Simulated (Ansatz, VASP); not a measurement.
## One calculation of PbS, two programs

INCAR

```
SYSTEM = PbS
PREC = Accurate
ENCUT = 520
EDIFF = 1E-6
ISMEAR = 0
SIGMA = 0.03
LREAL = .False.
LASPH = .True.
NELM = 100
ALGO = Normal
ISIF = 2
LWAVE = .False.
LCHARG = .False.
GGA = PE
IVDW = 12
NBANDS = 17
```

The input KPOINTS:

```
Automatic mesh
0
Gamma
  10 10 10
  0 0 0
```

Contents of POSCAR:

```
PbS
1.0
    0.0000000000      3.0391250000      2.8167500000
    3.0391250000      0.0000000000      2.8167500000
    3.0391250000      3.0391250000      0.0000000000
Pb S
1 1
Direct
    0.0000000000      0.0000000000      0.0000000000
    0.5000000000      0.5000000000      0.5000000000
```

Input for Ansatz:

```yaml
crystal:
  lattice:
    - [0.0, 3.039125, 2.81675]
    - [3.039125, 0.0, 2.81675]
    - [3.039125, 3.039125, 0.0]
  atoms:
    - { symbol: Pb, position: [0.0, 0.0, 0.0] }
    - { symbol: S, position: [0.5, 0.5, 0.5] }
basis:
  ecutwfc: 420
kpoints:
  mp_grid: { grid: [10, 10, 10] }
hamiltonian:
  xc: pbe
  dispersion: d3bj
scf:
  occupations: { method: gaussian, width: 0.03 }
output:
  forces: true
  stress: true
  eigenvalues: true
```

Change from the starting cell: strain +0.025 along x and y, -0.050 along z, atoms carried along.

Alike in both runs: task single point; functional PBE; dispersion D3(BJ); k mesh 10 × 10 × 10; occupations gaussian, width 0.03 eV; no spin polarisation.

```csv
,VASP,Ansatz
version,VASP 6.6.1,Ansatz 0.2.0
potentials or method,"VASP PAW PBE potentials, release 64 (Pb_d, S)","scalar-relativistic, plane waves, PAW"
plane-wave cutoff (eV),520,420
valence electrons in the cell,20,20
```

|  | VASP | Ansatz | Ansatz less VASP |
| --- | --- | --- | --- |
| gap on the k mesh at the Fermi level (eV) | 0.19 | 0.18 | -0.006 |
| least direct gap on the mesh (eV) | 0.19 | 0.18 | -0.006 |
| pressure (GPa) | 1.1 | 1.2 | +0.08 |
| largest component of the traceless stress (GPa) | 7.71 | 7.71 | -0.002 |

Caveats: spin-orbit coupling is left out, which as a rule narrows the gap of such compounds by several tenths of an eV.
